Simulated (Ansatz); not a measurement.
ZnS (F-43m): from strained cells to moduli

```
Zn S
1.0
     0.00000    2.67777    2.67777
     2.67777    0.00000    2.67777
     2.67777    2.67777    0.00000
Zn S
1 1
Direct
  0.75000 0.75000 0.75000
  0.00000 0.00000 0.00000
```

Computed, not measured; unless marked otherwise by PBEsol, all-electron LAPW in Ansatz 0.2.0, scalar-relativistic. k mesh 8×8×8, fixed occupations, basis error target 0.5 meV/atom. The cell was relaxed by PAW under this functional.

The cell is cubic and carries a residual pressure of 0.05 GPa at this level. Each strain component that symmetry leaves independent is applied at ±0.008, the ions relax wherever a strain frees them, and the stress (tension positive, GPa) is read. Shears are engineering strains, γ = 2ε.

| strain | size | σxx | σyy | σzz | σyz | σxz | σxy |
| --- | --- | --- | --- | --- | --- | --- | --- |
| xx | -0.008 | -0.9127 | -0.5805 | -0.5805 | 0.0000 | 0.0000 | 0.0000 |
| xx | +0.008 | 0.8043 | 0.4593 | 0.4593 | 0.0000 | 0.0000 | 0.0000 |
| yz | -0.008 | -0.0458 | -0.0472 | -0.0472 | -0.3877 | 0.0000 | 0.0000 |
| yz | +0.008 | -0.0458 | -0.0472 | -0.0472 | 0.3877 | 0.0000 | 0.0000 |

A central difference gives one constant, for example C11 ≈ (0.8043 − (-0.9127))/(0.016) = 107.3 GPa; the program then imposes the crystal's symmetry on the whole matrix.

(1) What are the independent elastic constants?

(2) Do they meet the Born conditions?

(3) What moduli does a random aggregate of grains have?

(4) With the density of 4.213 g/cm³, how fast does sound travel, and what Debye temperature follows?

(5) How far do the constants move if PAW replaces LAPW in the same cell?

(6) What happens at 20 GPa (cell relaxed there)?

Results:

(1) C11 = 107.3, C12 = 65.0, C44 = 48.5 GPa.

(2) C11 − C12 = 42.3, C11 + 2C12 = 237.3 and C44 = 48.5 GPa must all be positive, so the crystal is elastically stable; that says nothing yet of its phonons.

(3) B = (C11 + 2C12)/3 = 79.1 GPa. G_V = (C11 − C12 + 3C44)/5 = 37.5 and G_R = 5(C11 − C12)C44/(4C44 + 3(C11 − C12)) = 32.0, so G_H = 34.8 GPa. Then E = 9BG/(3B + G) = 90.9 GPa, ν = (3B − 2G)/(6B + 2G) = 0.308 and B/G = 2.28, on the ductile side of Pugh's 1.75 (a rule of thumb, made for metals; it doesn't predict ductility here).

(4) 

```csv
direction,slow (m/s),middle (m/s),fast (m/s)
[100],3392,3392,5047
[110],2241,3392,5652
[111],2680,2680,5840
```

The mean of v⁻³ over directions and branches gives v_m = 3175 m/s and θ_D = (ħ/k_B) v_m (6π²n)^(1/3) = 353 K, n being atoms per volume. Young's modulus spans 58 to 121 GPa over directions, and the universal anisotropy index is 0.87.

(5) 

| constant | LAPW (GPa) | PAW (GPa) | difference |
| --- | --- | --- | --- |
| C11 | 107.3 | 107.3 | 0.0 |
| C12 | 65.0 | 65.0 | 0.0 |
| C44 | 48.5 | 48.5 | 0.0 |

(6) The volume falls to 0.8419 of its value, and C11 = 179.5, C12 = 150.7, C44 = 41.2 GPa (slopes of the stress), in this structure whether or not another phase takes over.

Keep in mind: constants at zero field, no piezoelectric stiffening; the frozen-core PAW files of the compared runs were fitted under PBE, their cores solved anew for this functional.
